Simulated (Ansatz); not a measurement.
# SnSe: a single-point run

The task is a single-point run on SnSe. The structure is shown as the input types it.

Computed with Ansatz 0.2.0 (density functional or hybrid calculation with the settings of its input, plane waves (as first typed), unless a step's input says otherwise).

8 further runs of the same task are left out: 2 for a known fault of the program, 6 that didn't finish.

### 1 The starting structure

The structure is cubic, space group Fm-3m (No. 225). Conventional cell: a = 5.970 Å, b = 5.970 Å, c = 5.970 Å, α = 90.00°, β = 90.00°, γ = 90.00°. Around Sn (site symmetry m-3m) lie 6 Se at 2.98 Å. Around Se (site symmetry m-3m) lie 6 Sn at 2.98 Å.

Coordinates:

```xyz
2
Lattice="0.0000 2.9849 2.9849 2.9849 0.0000 2.9849 2.9849 2.9849 0.0000" Properties=species:S:1:pos:R:3 pbc="T T T"
Sn    0.0000    0.0000    0.0000
Se    2.9849    2.9849    2.9849
```

### 2 Running it

File input.yaml:

```yaml
crystal:
  lattice:
    - [0.0, 2.9848894912, 2.9848894912]
    - [2.9848894912, 0.0, 2.9848894912]
    - [2.9848894912, 2.9848894912, 0.0]
  atoms:
    - { symbol: Sn, position: [0.0, 0.0, 0.0] }
    - { symbol: Se, position: [0.5, 0.5, 0.5] }
kpoints:
  mp_grid: { grid: [6, 6, 6] }
hamiltonian:
  xc: pbe
scf:
  occupations: { method: fixed }
  n_extra_bands: 4
  convergence: { dr2_threshold: 0.01 }
  max_iter: 83
output:
  forces: true
  stress: true
  eigenvalues: true
```

Run with:

```sh
$ ansatz run input.yaml --threads 4 --pin off --max-ram 3686MiB --backend cpu --events-out ev --progress --plain --runs-dir out
```

What happens when this is run?

The run converged and reported no error, with warnings (force scf threshold loose, stress scf threshold loose). Its log warns: «scf.convergence.dr2_threshold = 1e-2 eV is looser than this run's default, which is 1e-7 eV or tighter. The error in the forces grows as the threshold's square root ...»

The threshold asked is loose, but the program put off the close and ended at dr2 = 7.5e-9, so little accuracy was lost here.

Run again and compare: delete scf.convergence.dr2_threshold (the default then holds).
